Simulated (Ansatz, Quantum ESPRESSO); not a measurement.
# FeO and the pressure, program beside program

The cell as given:

Space group Fm-3m (No. 225). a = 4.311 Å, b = 4.311 Å, c = 4.311 Å, α = 90.00°, β = 90.00°, γ = 90.00°
```csv
atom,site,symmetry,x,y,z
Fe,4a,m-3m,0.0000,0.0000,0.0000
O,4b,m-3m,0.5000,0.0000,0.0000
```

Kept alike: task relaxation of cell and atoms; functional PBEsol; k mesh 11 × 11 × 11; occupations fermi-dirac, width 0.05 eV; collinear spin, ferromagnetic start. The mesh is that of the run's cell of 2 atoms. No spin-orbit coupling.

- A: Ansatz, all-electron LAPW, scalar-relativistic
- B: Quantum ESPRESSO, GBRV 1.5 PBEsol, cutoff 871 eV

| pressure (GPa) | A: largest site moment (μB) | B: largest site moment (μB) |
| --- | --- | --- |
| 0 | 3.58 | 3.43 |
| 5 | 3.57 | 3.42 |
| 10 | 3.55 | 3.41 |
| 20 | 3.44 | 3.35 |

Magnetic runs hold the state that their start led to. Site moments count inside spheres or projectors that differ between programs. Values hold for each row's relaxed cell, which stops near the pressure aimed at. The runs follow the start's structure, whether or not it is the stable one at these pressures.

Task: How large is the effect of the pressure, and do the programs agree on it?

Result: From 0 to 20 GPa the largest site moment moves by -0.14 in A, -0.08 in B (μB). Row by row the programs differ by 0.09 to 0.15, and the shifts point the same way but differ by 43 % of the larger.
